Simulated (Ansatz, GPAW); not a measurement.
This is a calculation of Ge for GPAW 26.7.0 (ASE script). This isn't the form of Ge at room conditions, which is diamond.

run.py

```python
from ase import Atoms
from ase.dft.bandgap import bandgap
from ase.io import write
from ase.units import Bohr, GPa
from gpaw import GPAW, PW, setup_paths
from gpaw.elf import elf_from_dft_calculation

setup_paths.insert(0, '.')

atoms = Atoms(['Ge', 'Ge', 'Ge', 'Ge'],
              cell=[[0.0, 2.88574, 5.115665],
                    [2.630497, 0.0, 5.115665],
                    [2.630497, 2.88574, 0.0]],
              scaled_positions=[[0.72649, 0.27351, 0.72649],
                                [0.27351, 0.72649, 0.27351],
                                [0.218133, 0.218133, 0.781867],
                                [0.781867, 0.781867, 0.218133]],
              pbc=True)

calc = GPAW(mode=PW(600),
            xc='PBEsol',
            kpts={'size': (7, 7, 7), 'gamma': True},
            occupations={'name': 'fermi-dirac', 'width': 0.05},
            nbands=18,
            convergence={'density': 1e-05, 'energy': 1e-05},
            maxiter=150,
            txt='gpaw.txt')
atoms.calc = calc
energy = atoms.get_potential_energy()
forces = atoms.get_forces()
stress = atoms.get_stress()
calc.write('gs.gpw')
write('result.traj', atoms)
print(f'Energy: {energy:.6f} eV')
print('Forces (eV/A):')
print(forces.round(4))
print('Stress (GPa):', (stress / GPa).round(3))
print('Fermi level:', round(calc.get_fermi_level(), 4), 'eV')
print(f'Gap: {bandgap(calc)[0]:.4f} eV, direct: {bandgap(calc, direct=True)[0]:.4f} eV')

# fields on the real-space grid
write('density.cube', atoms, data=calc.get_pseudo_density() * Bohr**3)
write('potential.cube', atoms, data=calc.get_electrostatic_potential())
write('elf.cube', atoms, data=elf_from_dft_calculation(calc).data)
```

Potentials or basis: PAW data sets generated in the run's folder for this functional, pw.

Command:

```bash
$ gpaw-setup -f PBEsol Ge
$ OMP_NUM_THREADS=1 python run.py
```

What does the same run look like in Ansatz 0.2.0? Potentials or basis there: all-electron LAPW, scalar-relativistic.

As run (cutoffs and basis follow the program's own potentials, and thresholds, step limits or extra output files can differ):

Contents of input.yaml:

```yaml
crystal:
  lattice:
    - [0.0, 2.88574, 5.115665]
    - [2.630497, 0.0, 5.115665]
    - [2.630497, 2.88574, 0.0]
  atoms:
    - { symbol: Ge, position: [0.72649, 0.27351, 0.72649] }
    - { symbol: Ge, position: [0.27351, 0.72649, 0.27351] }
    - { symbol: Ge, position: [0.218133, 0.218133, 0.781867] }
    - { symbol: Ge, position: [0.781867, 0.781867, 0.218133] }
kpoints:
  mp_grid: { grid: [7, 7, 7] }
scf:
  occupations: { method: fermi_dirac, width: 0.05 }
hamiltonian:
  xc: pbesol
  pseudopotentials: { kind: all_electron, lapw: { basis_error: 0.001 } }
output:
  forces: true
  stress: true
  eigenvalues: true
  populations: true
```

Potentials or basis: all-electron LAPW, scalar-relativistic.

Launch:

```console
$ ansatz run input.yaml --threads 2 --pin off --max-ram 8192MiB --backend cpu --events-out ev --progress --plain --runs-dir out
```

Both were run:

|  | GPAW | Ansatz |
| --- | --- | --- |
| Pressure | -3.6 GPa | -3.5 GPa |

Where Ansatz's input types no cutoff or centring, it takes its own default and a Γ-centred mesh.

Pressure is positive in compression.
